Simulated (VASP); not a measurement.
Input of a VASP 6.6.1 run:

Contents of INCAR:

```
SYSTEM = TiO2
ALGO     = Normal         ! electronic algorithm
EDIFF    = 1E-6           ! SCF threshold, eV
ENCUT    = 520            ! plane-wave cutoff, eV
ISIF     = 2              ! what is computed and relaxed
ISMEAR   = -1             ! smearing method
LASPH    = .True.         ! aspherical terms in the spheres
LCHARG   = .False.        ! write CHGCAR
LMAXMIX  = 4              ! l up to which the mixer works
LMIXTAU  = .True.       
LREAL    = .False.        ! projectors in reciprocal space
LWAVE    = .False.        ! write WAVECAR
METAGGA  = RTPSS          ! meta-GGA
NBANDS   = 33             ! bands
NELM     = 80             ! most SCF steps
PREC     = Accurate       ! precision mode
SIGMA    = 0.05           ! smearing width, eV
```

The input KPOINTS:

```
k-points
0
Gamma
  6 6 9
  0 0 0
```

The input POSCAR:

```
TiO2
1.0
    4.5998373239      0.0000000000      0.0000000000
    0.0000000000      4.5998373239      0.0000000000
    0.0000000000      0.0000000000      2.9592135600
Ti O
2 4
Direct
    0.0000000000      0.0000000000      0.5000000000
    0.5000000000      0.5000000000      0.0000000000
    0.3043213200      0.3043213200      0.5000000000
    0.1956786800      0.8043213200      0.0000000000
    0.8043213200      0.1956786800      0.0000000000
    0.6956786800      0.6956786800      0.5000000000
```

File KPOINTS_OPT:

```
path GXMGZRAZ,XR,MA
15
line-mode
reciprocal
 0.0000000000  0.0000000000  0.0000000000  G
 0.0000000000  0.5000000000  0.0000000000  X

 0.0000000000  0.5000000000  0.0000000000  X
 0.5000000000  0.5000000000  0.0000000000  M

 0.5000000000  0.5000000000  0.0000000000  M
 0.0000000000  0.0000000000  0.0000000000  G

 0.0000000000  0.0000000000  0.0000000000  G
 0.0000000000  0.0000000000  0.5000000000  Z

 0.0000000000  0.0000000000  0.5000000000  Z
 0.0000000000  0.5000000000  0.5000000000  R

 0.0000000000  0.5000000000  0.5000000000  R
 0.5000000000  0.5000000000  0.5000000000  A

 0.5000000000  0.5000000000  0.5000000000  A
 0.0000000000  0.0000000000  0.5000000000  Z

 0.0000000000  0.5000000000  0.0000000000  X
 0.0000000000  0.5000000000  0.5000000000  R

 0.5000000000  0.5000000000  0.0000000000  M
 0.5000000000  0.5000000000  0.5000000000  A
```

Potentials or basis: VASP PAW PBE potentials, release 64 (Ti_sv, O).

Command:

```console
$ cat potpaw_PBE.64/Ti_sv/POTCAR potpaw_PBE.64/O/POTCAR > POTCAR
$ mpirun -np 1 vasp_std > vasp.out
```

**Question.** Estimate the band gap along the path.

**Answer.** 1.97 eV, direct.

**Question.** Estimate the largest force.

**Answer.** 0.104 eV/Å.

**Question.** Estimate the pressure.

**Answer.** 4.3 GPa.

**Question.** What does it give for the band gap on the k mesh?

**Answer.** 1.97 eV, direct.

Levels at the corners of the path, in eV from the valence-band top:
```
point  band 20  band 21  band 22  band 23  band 24  band 25  band 26  band 27  band 28  band 29
    Γ    -2.05    -0.72    -0.45    -0.45     0.00     1.97     2.27     2.50     2.60     2.60
    X    -3.09    -1.68    -1.68    -0.78    -0.78     2.64     2.64     3.13     3.13     3.67
    X    -3.09    -1.68    -1.68    -0.78    -0.78     2.64     2.64     3.13     3.13     3.67
    M    -2.24    -1.35    -1.35    -1.09    -1.09     2.01     2.01     2.63     2.63     3.95
    M    -2.24    -1.35    -1.35    -1.09    -1.09     2.01     2.01     2.63     2.63     3.95
    Γ    -2.05    -0.72    -0.45    -0.45     0.00     1.97     2.27     2.50     2.60     2.60
    Γ    -2.05    -0.72    -0.45    -0.45     0.00     1.97     2.27     2.50     2.60     2.60
    Z    -2.79    -2.45    -2.45    -1.47    -1.47     3.08     3.08     3.31     3.31     3.78
    Z    -2.79    -2.45    -2.45    -1.47    -1.47     3.08     3.08     3.31     3.31     3.78
    R    -2.45    -2.08    -2.08    -1.07    -1.07     1.99     1.99     3.33     3.33     4.03
    R    -2.45    -2.08    -2.08    -1.07    -1.07     1.99     1.99     3.33     3.33     4.03
    A    -2.76    -1.32    -1.32    -0.69    -0.69     2.69     2.69     3.30     3.30     3.35
    A    -2.76    -1.32    -1.32    -0.69    -0.69     2.69     2.69     3.30     3.30     3.35
    Z    -2.79    -2.45    -2.45    -1.47    -1.47     3.08     3.08     3.31     3.31     3.78
    X    -3.09    -1.68    -1.68    -0.78    -0.78     2.64     2.64     3.13     3.13     3.67
    R    -2.45    -2.08    -2.08    -1.07    -1.07     1.99     1.99     3.33     3.33     4.03
    M    -2.24    -1.35    -1.35    -1.09    -1.09     2.01     2.01     2.63     2.63     3.95
    A    -2.76    -1.32    -1.32    -0.69    -0.69     2.69     2.69     3.30     3.30     3.35
```

Caveat: the PAW data sets were made with another functional, which shifts forces and pressure a little.

**What was measured.**

“Shallow Valence Band of Rutile GeO2 and P-type Doping”, 2020, arxiv:2011.08928 quotes, for a bulk crystal of TiO2 at 1.6 K: band gap 3.03 eV (direct).

Measured gap of TiO2: 3.03 eV (direct; 1.6 K; quoted in “Shallow Valence Band of Rutile GeO2 and P-type Doping”, 2020, arxiv:2011.08928). This calculation gives 1.97 eV (-1.06 eV). 2 values of this kind are on record in papers (3.03 to 3.05 eV); this one was drawn at random among those near their median. The value is that of revTPSS, without temperature or zero-point motion. The cell is a database's relaxed one, not the measured one, which moves gaps too.
